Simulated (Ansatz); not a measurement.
This script for the Ansatz DFT code, driven from Python starts 2 runs on CaS, space group Fm-3m. What input does the engine get in each?

`paw_lapw_cas.py`
```python
"""Checking the PAW result for CaS with LAPW."""

import ansatz as az
import numpy as np


def count_gap(report):
    # lowest empty less highest filled band, counting bands; zero where they overlap
    return max(report.get("gap_by_band_count_ev") or 0.0, 0.0)


def main() -> None:
    vectors = np.array([
        [0.0, 2.843, 2.843],
        [2.843, 0.0, 2.843],
        [2.843, 2.843, 0.0],
    ])
    system = (
        az.Lattice.of(vectors)
        .atom("Ca", (0.0, 0.0, 0.0))
        .atom("S", (0.5, 0.5, 0.5))
    )

    calc = system.calculation()
    calc = calc.functional("pbesol")
    calc = calc.kpoints(6, 6, 6)
    calc = calc.occupations("fermi_dirac")
    calc = calc.stress()
    calc = calc.forces()
    calc = calc.band_table()
    variants = {
        "PAW": calc.pseudopotentials("paw"),
        "LAPW": calc.pseudopotentials("all_electron", lapw=True),
    }
    # totals differ by the cores that each treatment holds, so compare what does not depend on them
    rows = []
    for label, variant in variants.items():
        rep = variant.run().report
        levels = np.array(rep["eigenvalues_ev"][0]) - rep["fermi_energy_ev"]
        print(label, "levels at the first k-point near E_F:", np.round(levels[np.abs(levels) < 5], 3))
        rows.append((label, rep["n_electrons"], np.trace(rep["stress_gpa"]) / 3, count_gap(rep)))
    for row in rows:
        print("; ".join(f"{name} = {round(v, 4) if isinstance(v, float) else v}" for name, v in zip(["treatment", "electrons in bands", "P GPa", "gap by band count eV"], row)))


if __name__ == "__main__":
    main()
```

Run 1:
```yaml
crystal:
  lattice:
    - [0.0, 2.843, 2.843]
    - [2.843, 0.0, 2.843]
    - [2.843, 2.843, 0.0]
  atoms:
    - { symbol: Ca, position: [0.0, 0.0, 0.0] }
    - { symbol: S, position: [0.5, 0.5, 0.5] }
kpoints:
  mp_grid:
    grid: [6, 6, 6]
hamiltonian:
  xc: pbesol
  pseudopotentials:
    kind: paw
scf:
  occupations:
    method: fermi_dirac
output:
  forces: true
  stress: true
  eigenvalues: true
```

Run 2, against run 1:
```diff
-    kind: paw
+    kind: all_electron
+    lapw: {}
```

```console
$ python paw_lapw_cas.py
DeckWarning: basis.ecutwfc = 420 eV, auto-derived from the records' recommended cutoffs: set by Ca (normal level)
PAW levels at the first k-point near E_F: [-1.124 -1.124 -1.124  2.879  2.962  2.962  2.962]
LAPW levels at the first k-point near E_F: [-1.124 -1.124 -1.124  2.879  2.962  2.962  2.962]
treatment = PAW; electrons in bands = 16.0; P GPa = -1.6224; gap by band count eV = 2.2272
treatment = LAPW; electrons in bands = 30.0; P GPa = -1.6291; gap by band count eV = 2.2277
```
(Warnings from the package without file and line.)

PAW gives -1.622 GPa and LAPW -1.629 GPa, 0.007 GPa apart. They took 0.6 and 2.7 s of processor time.

Notes:
- Semilocal gaps usually lie well under measured ones.
- The computed bands are complete only to about 3.0 eV above the Fermi level.
- Of the deposited cell: the entry's cell lengths or inner coordinates differ somewhat from later room-temperature determinations.
- In a crystal with a gap the Fermi level's place inside it depends on smearing and mesh.
- The starting cell is as deposited in a crystallographic database; the results hold for this polymorph, which needn't be the stable one.
- Gaps and levels are Kohn-Sham values on a finite set of k-points.
- Pressure is positive in compression; the treatments may keep other shells as core, so totals and counts of electrons can differ.
- Wall time of the script: 4 s on 1 thread of Arm Neoverse V2, on a shared host, peak memory 0.39 GiB.
